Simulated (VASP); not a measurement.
A run of VASP 6.6.1 is set up as follows.

INCAR

```
SYSTEM = CaS
PREC = Accurate
ENCUT = 900
EDIFF = 1E-7
ISMEAR = 0
SIGMA = 0.02
LREAL = .False.
LASPH = .True.
NELM = 100
ALGO = Normal
ISIF = 2
LWAVE = .False.
LCHARG = .True.
GGA = PS
LELF = .True.
LVHAR = .True.
NBANDS = 15
```

Contents of KPOINTS:

```
regular mesh
0
Gamma
  8 8 8
  0 0 0
```

Contents of POSCAR:

```
CaS
1.0
    0.0000000000      2.8202400000      2.8202400000
    2.8202400000      0.0000000000      2.8202400000
    2.8202400000      2.8202400000      0.0000000000
Ca S
1 1
Direct
    0.0000000000      0.0000000000      0.0000000000
    0.5000000000      0.5000000000      0.5000000000
```

Potentials or basis: VASP PAW PBE potentials, release 64 (Ca_sv, S_h).

Command:

```sh
$ cat potpaw_PBE.64/Ca_sv/POTCAR potpaw_PBE.64/S_h/POTCAR > POTCAR
$ mpirun -np 1 vasp_std > vasp.out
```

**Question.** Estimate the pressure.

**Answer.** 0.0 GPa.

**Question.** What does it give for the band gap on the k mesh?

**Answer.** 2.16 eV, indirect (least direct gap 3.00 eV).

Caveat: the PAW data sets were made with another functional, which shifts forces and pressure a little. A k mesh can miss the band edges.
